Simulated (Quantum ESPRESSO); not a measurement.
**AgBr under changes of volume**

One of the cells (23.644 Å³/atom); the others are scaled copies at fixed shape and fractional positions:

```
CELL_PARAMETERS angstrom
0.00000 2.87015 2.87015
2.87015 0.00000 2.87015
2.87015 2.87015 0.00000
ATOMIC_POSITIONS crystal
Ag 0.00000 0.00000 0.00000
Br 0.50000 0.50000 0.50000
```

- Program: Quantum ESPRESSO 7.5
- Functional: PBEsol
- Potentials or basis: PseudoDojo 0.4.1 SR PBEsol standard
- Cutoff: 1116 eV
- Density cutoff: 4463 eV
- k mesh: 8 × 8 × 8
- Occupations: fermi-dirac, width 0.05 eV
- Spin: no spin polarisation

| volume (Å³/atom) | energy over the lowest point (meV/atom) | pressure (GPa) | gap on the mesh (eV) |
| --- | --- | --- | --- |
| 22.225 | 2.69 | 1.5 | 0.50 |
| 22.698 | 0.00 | 0.2 | 0.50 |
| 23.171 | 0.65 | -0.8 | 0.50 |
| 23.644 | 4.22 | -1.7 | 0.50 |
| 24.116 | 10.35 | -2.5 | 0.51 |
| 24.589 | ? | ? | ? |
| 25.062 | 29.04 | -3.9 | 0.52 |

Question: What does the run at 24.589 Å³/atom give?

Answer: Energy over the lowest point 18.71 meV/atom; pressure -3.2 GPa; gap on the mesh 0.52 eV.

Worked out: A Birch-Murnaghan fit of order 3 (a polynomial in V^(-2/3)) to the other rows has its minimum at 22.83 Å³/atom with B0 = V·E''(V) = 53 GPa and B' = 5.4. It gives 18.72 meV/atom at 24.589 Å³/atom, against the run's 18.71, and -dE/dV = -3.2 GPa, against -3.2. A straight line through the other rows of the gap, of slope 0.17 eV per unit of ln V, gives 0.51 eV, against the run's 0.52.

Energies are extrapolated to zero smearing.

A mesh can miss the band edges. Spin-orbit coupling on Ag, Br is left out.
